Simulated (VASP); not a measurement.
# KI (P6_3/mmc) in VASP: electric field gradients with PBE

Aim: the electric field gradients of KI with PBE.

All numbers are computed with VASP 6.6.1; they aren't measurements. Logs are shortened: lines on timing, memory, paths and dates and some standing lists are left out, and cuts for length are marked.

### 1 Starting point

Symmetry: P6_3/mmc, No. 194, hexagonal system. Conventional cell: a = 6.086 Å, b = 6.086 Å, c = 7.119 Å, α = 90.00°, β = 90.00°, γ = 120.00°. K (site symmetry -6m2) has 5 I at 3.51 to 3.56 Å as nearest neighbours. I (site symmetry -6m2) has 5 K at 3.51 to 3.56 Å as nearest neighbours.

Measurements of this composition are mostly on another form, of space group No. 225.

### 2 Electric field gradients, PBE

INCAR

```
PREC = Accurate
ENCUT = 520
EDIFF = 1E-8
ISMEAR = -1
SIGMA = 0.05
LREAL = False
LASPH = True
NELM = 100
ALGO = Fast
ISIF = 2
LWAVE = False
LCHARG = False
GGA = PE
LEFG = True
NBANDS = 24
```

KPOINTS

```
Automatic mesh
0
Gamma
  8 8 5
```

POSCAR

```
KI
1.0
    6.0861433935      0.0000000000      0.0000000000
   -3.0430716968      5.2707547898      0.0000000000
    0.0000000000      0.0000000000      7.1187877264
K I
2 2
Direct
    0.3333333333      0.6666666667     -0.0620062688
    0.6666666667      0.3333333333      0.4379937312
    0.3333333333      0.6666666667      0.4380062688
    0.6666666667      0.3333333333      0.9380062688
```

Potentials or basis: VASP PAW PBE potentials, release 64 (K_sv, I).

On the command line:

```
$ cat potpaw_PBE.64/K_sv/POTCAR potpaw_PBE.64/I/POTCAR > POTCAR
$ mpirun -np 1 vasp_std > vasp.out
```

OUTCAR:

```text
PREC = Accurate
   ENCUT = 520
   EDIFF = 1E-8
   ISMEAR = -1
   LREAL = False
   LASPH = True
   NELM = 100
   ISIF = 2
   GGA = PE

 ion  position               nearest neighbor table
   1  0.333  0.667  0.938-   4 3.51   4 3.51   4 3.51   3 3.56   3 3.56
   2  0.667  0.333  0.438-   3 3.51   3 3.51   3 3.51   4 3.56   4 3.56
   3  0.333  0.667  0.438-   2 3.51   2 3.51   2 3.51   1 3.56   1 3.56
   4  0.667  0.333  0.938-   1 3.51   1 3.51   1 3.51   2 3.56   2 3.56

  LATTYP: Found a hexagonal cell.
 ALAT       =     6.0861433935
 C/A-ratio  =     1.1696713774

  Lattice vectors:

 A1 = (   6.0861433935,   0.0000000000,   0.0000000000)
 A2 = (  -3.0430716968,   5.2707547898,   0.0000000000)
 A3 = (   0.0000000000,   0.0000000000,   7.1187877264)

Analysis of symmetry for initial positions (statically):
=====================================================================
 Subroutine PRICEL returns:
 Original cell was already a primitive cell.

 Routine SETGRP: Setting up the symmetry group for a
 hexagonal supercell.

 Subroutine GETGRP returns: Found 12 space group operations
 (whereof  6 operations were pure point group operations)
 out of a pool of 24 trial point group operations.

The static configuration has the point symmetry C_3v.
 The point group associated with its full space group is C_6v.

Analysis of symmetry for dynamics (positions and initial velocities):
=====================================================================
 Subroutine PRICEL returns:
 Original cell was already a primitive cell.

 Routine SETGRP: Setting up the symmetry group for a
 hexagonal supercell.

 Subroutine GETGRP returns: Found 12 space group operations
 (whereof  6 operations were pure point group operations)
 out of a pool of 24 trial point group operations.

The dynamic configuration has the point symmetry C_3v.
 The point group associated with its full space group is C_6v.

 Subroutine INISYM returns: Found 12 space group operations
 (whereof  6 operations are pure point group operations),
 and found     1 'primitive' translations

----------------------------------------------------------------------------------------

                                     Primitive cell

  volume of cell :     228.3605

  direct lattice vectors                    reciprocal lattice vectors
     6.086143394  0.000000000  0.000000000     0.164307663  0.094863074  0.000000000
    -3.043071697  5.270754790  0.000000000     0.000000000  0.189726147  0.000000000
     0.000000000  0.000000000  7.118787726     0.000000000  0.000000000  0.140473356

  length of vectors
     6.086143394  6.086143393  7.118787726     0.189726147  0.189726147  0.140473356

  position of ions in fractional coordinates (direct lattice)
     0.333333333  0.666666667  0.937993731
     0.666666667  0.333333333  0.437993731
     0.333333333  0.666666667  0.438006269
     0.666666667  0.333333333  0.938006269

  ion indices of the primitive-cell ions
   primitive index   ion index
                 1           1
                 2           2
                 3           3
                 4           4

----------------------------------------------------------------------------------------

 KPOINTS: Automatic mesh

Automatic generation of k-mesh.
 Grid dimensions read from file:
 generate k-points for:    8    8    5

 Generating k-lattice:

  Cartesian coordinates                     Fractional coordinates (reciprocal lattice)
     0.020538458  0.011857884  0.000000000     0.125000000  0.000000000  0.000000000
     0.000000000  0.023715768  0.000000000     0.000000000  0.125000000  0.000000000
     0.000000000  0.000000000  0.028094671     0.000000000  0.000000000  0.200000000

  Length of vectors
     0.023715768  0.023715768  0.028094671

[... 40 lines left out ...]
   ions per type =               2   2
   NGX,Y,Z   is equivalent  to a cutoff of  13.11, 13.11, 12.61 a.u.
   NGXF,Y,Z  is equivalent  to a cutoff of  26.22, 26.22, 25.22 a.u.
 SYSTEM =  unknown system
   PREC   = accura    normal or accurate (medium, high low for compatibility)
   ISTART =      0    job   : 0-new  1-cont  2-samecut
   ICHARG =      2    charge: 1-file 2-atom 10-const
   ISPIN  =      1    spin polarized calculation?
   LNONCOLLINEAR =      F non collinear calculations
   LSORBIT =      F    spin-orbit coupling
   LASPH  =      T    aspherical Exc in radial PAW
   ENCUT  =  520.0 eV  38.22 Ry    6.18 a.u.  11.32 11.32 13.24*2*pi/ulx,y,z
   NELM   =    100;   NELMIN=  2; NELMDL= -5     # of ELM steps
   EDIFF  = 0.1E-07   stopping-criterion for ELM
   LREAL  =      F    real-space projection
   EDIFFG = 0.1E-06   stopping-criterion for IOM
   NSW    =      0    number of steps for IOM
   IBRION =     -1    ionic relax: 0-MD 1-quasi-New 2-CG
   NFREE  =      0    steps in history (QN), initial steepest desc. (CG)
   ISIF   =      2    stress and relaxation
   ISYM   =      2    0-nonsym 1-usesym 2-fastsym
   POTIM  = 0.5000    time-step for ionic-motion
   TEBEG  =    0.0;   TEEND  =   0.0 temperature during run
   PSTRESS=    0.0 pullay stress
   NELECT =      32.0000    total number of electrons
   NUPDOWN=      -1.0000    fix difference up-down
   EMIN   =  10.00;   EMAX   =-10.00  energy-range for DOS
   EFERMI =   0.00;   METHOD = LEGACY
   ISMEAR =    -1;   SIGMA  =   0.05  broadening in eV -4-tet -1-fermi 0-gaus
   EFERMI_NEDOS =   21; number of points for ismear=-14 and -15
   IALGO  =     68    algorithm
   IMIX   =      4    mixing-type and parameters
     AMIX     =   0.40;   BMIX     =  1.00
     AMIX_MAG =   1.60;   BMIX_MAG =  1.00
  volume/ion in A,a.u.               =      57.09       385.26
  Fermi-wavevector in a.u.,A,eV,Ry     =   0.850324  1.606880  9.837707  0.723051
  Thomas-Fermi vector in A             =   1.966283
   LORBIT       =      0    0 simple, 1 ext, 2 COOP (PROOUT), +10 PAW based schemes
   GGA     = PE    functional components
   LHFCALC =     F    Hartree Fock is set to
   AEXX    =    0.0000 exact exchange contribution
   IVDW    =     0    specifies the selected vdW correction
   LEPSILON=     F    determine dielectric tensor
   LRPA    =     F    only Hartree local field effects (RPA)
 non-spin polarized calculation
 RMM-DIIS sequential band-by-band and
  energy-cutoff  :      520.00
  volume of cell :      228.36
 maximum number of plane-waves:      6185
 NGX is ok and might be reduce to    48
   NGX = 23   NGY = 23   NGZ = 27

 number of electron      32.0000003 magnetization

 Free energy of the ion-electron system (eV)
  ---------------------------------------------------
  ext. energy  EPLUGINS =         0.00000000
  ---------------------------------------------------
  free energy    TOTEN  =       -10.97153442 eV

  energy without entropy =      -10.97153442  energy(sigma->0) =      -10.97153442

 E-fermi :  -0.4535     XC(G=0):  -6.0468

 val. band max:       -1.5797107969   @ k =   0.0000   0.0000   0.0000
 cond. band min:       2.1714846539   @ k =   0.0000   0.0000   0.0000
 fundamental gap:      3.7511954508
 Fermi energy:        -0.4534842920

 k-point     1 :       0.0000    0.0000    0.0000
  band No.  band energies     occupation
      1     -30.2625      2.00000
      2     -30.2605      2.00000
      3     -13.7696      2.00000
      4     -13.7681      2.00000
      5     -13.7681      2.00000
      6     -13.7550      2.00000
[... 637 lines left out ...]
     23       5.7765      0.00000
     24       5.8776      0.00000

 [... further k-points ...]

------------------------ aborting loop because EDIFF is reached ----------------------------------------

  FORCE on cell =-STRESS in cart. coord.  units (eV):
  Direction    XX          YY          ZZ          XY          YZ          ZX
  --------------------------------------------------------------------------------------
  -------------------------------------------------------------------------------------
  Total        0.0421205      0.0421205      0.0242095     -0.0000000      0.0000000      0.0000000
  in kB        0.2955171      0.2955171      0.1698540     -0.0000000      0.0000000      0.0000000
  external PRESSURE =       0.2536294 kB  Pullay stress =       0.0000000 kB

 VOLUME and BASIS-vectors are now :
 -----------------------------------------------------------------------------
  energy-cutoff  :      520.00
  volume of cell :      228.36
      direct lattice vectors                 reciprocal lattice vectors
     6.086143394  0.000000000  0.000000000     0.164307663  0.094863074  0.000000000
    -3.043071697  5.270754790  0.000000000     0.000000000  0.189726147  0.000000000
     0.000000000  0.000000000  7.118787726     0.000000000  0.000000000  0.140473356

 POSITION                                       TOTAL-FORCE (eV/Angst)
 -----------------------------------------------------------------------------------
     -0.00000      3.51384      6.67738         0.000000      0.000000      0.000097
      3.04307      1.75692      3.11798         0.000000     -0.000000      0.000097
     -0.00000      3.51384      3.11807        -0.000000      0.000000     -0.000097
      3.04307      1.75692      6.67747        -0.000000      0.000000     -0.000097
 -----------------------------------------------------------------------------------
    total drift:                               -0.000000      0.000000      0.000264

  FREE ENERGIE OF THE ION-ELECTRON SYSTEM (eV)
  ---------------------------------------------------
  free  energy   TOTEN  =       -10.9715344245 eV

  energy  without entropy=      -10.9715344244  energy(sigma->0) =      -10.97153442

 Electric field gradients (V/A^2)
---------------------------------------------------------------------
 ion       V_xx      V_yy      V_zz      V_xy      V_xz      V_yz
---------------------------------------------------------------------
   1       1.804     1.805    -3.609     0.001    -0.000     0.000
   2       1.804     1.805    -3.609     0.001     0.000    -0.000
   3      -3.947    -3.947     7.894     0.000     0.000    -0.000
   4      -3.947    -3.947     7.894     0.000    -0.000     0.000
---------------------------------------------------------------------

 Electric field gradients after diagonalization (V/A^2)
 (convention: |V_zz| > |V_xx| > |V_yy|)
----------------------------------------------------------------------
 ion       V_xx      V_yy      V_zz     asymmetry (V_yy - V_xx)/ V_zz
----------------------------------------------------------------------
   1       1.805     1.804    -3.609       0.000
   2       1.805     1.804    -3.609       0.000
   3      -3.947    -3.947     7.894       0.000
   4      -3.947    -3.947     7.894       0.000
----------------------------------------------------------------------

           NMR quadrupolar parameters

 Cq : quadrupolar parameter    Cq=e*Q*V_zz/h
 eta: asymmetry parameters     (V_yy - V_xx)/ V_zz
 Q  : nuclear electric quadrupole moment in mb (millibarn)
----------------------------------------------------------------------
 ion       Cq(MHz)       eta       Q (mb)
----------------------------------------------------------------------
   1      -0.009       0.000       1.000
   2      -0.009       0.000       1.000
   3       0.019       0.000       1.000
   4       0.019       0.000       1.000
----------------------------------------------------------------------
```

Run time: 4.7 min. Hardware: 1 thread of Intel Xeon Platinum 8488C (Sapphire Rapids), shared host; peak memory 0.42 GiB.

What came out:

```
Free energy            : -10.9715 eV
Pressure               : 0.0 GPa
Band gap on the k mesh : 3.75 eV, direct
```

Electric field gradients, principal values (V/Å²):
| atom | Vxx | Vyy | Vzz |
| --- | --- | --- | --- |
| 1 K | 1.804 | 1.805 | -3.609 |
| 2 K | 1.804 | 1.805 | -3.609 |
| 3 I | -3.947 | -3.947 | 7.894 |
| 4 I | -3.947 | -3.947 | 7.894 |

Caveat: spin-orbit coupling is left out, which moves the levels of the heavy elements; an odd mesh through Γ misses points on the zone boundary, where band edges often lie.
